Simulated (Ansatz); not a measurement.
Runs of Ansatz 0.2.0 on KTaO3. Symmetry: Pm-3m, No. 221, cubic system. Conventional cell: a = 3.988 Å, b = 3.988 Å, c = 3.988 Å, α = 90.00°, β = 90.00°, γ = 90.00°. Ta (site symmetry m-3m) is surrounded by 6 O at 1.99 Å. K (site symmetry m-3m) is surrounded by 12 O at 2.82 Å. Around O (site symmetry 4/mmm) lie 2 Ta at 1.99 Å. 

```tsv
cell	target pressure (GPa)	gap on the mesh (eV)	pressure (GPa)
relaxed to 5 GPa	5	(b)	5.0
relaxed	0	(a)	0.0
relaxed to 2 GPa	2	2.71	2.0
relaxed to 10 GPa	10	2.80	10.0
relaxed to 20 GPa	20	2.90	20.0
relaxed to 30 GPa	30	2.97	30.0
```

Alike in all rows: task relaxation of cell and atoms; level r2SCAN; potentials or basis Ansatz PAW; no spin polarisation; k mesh 7 × 7 × 7; cutoff (eV) 500; smearing fermi-dirac 0.05 eV.

Fill in the values left out.

(a) 2.69; (b) 2.75.

Caveats: odd divisions of the mesh miss points on the zone boundary, where band edges often lie, so the gap on the mesh can be too wide; the plane-wave basis is chosen anew once the cell has moved, so the energies of steps on either side of that aren't comparable; spin-orbit coupling is left out, which moves the levels of the heavy elements; the PAW data sets come from PBE, with cores solved anew for the run's functional, which leaves a small shift of forces and pressure.

A k mesh can miss the band edges, and the runs leave out spin-orbit coupling on Ta.

Runs at the PBE level aren't shown here.
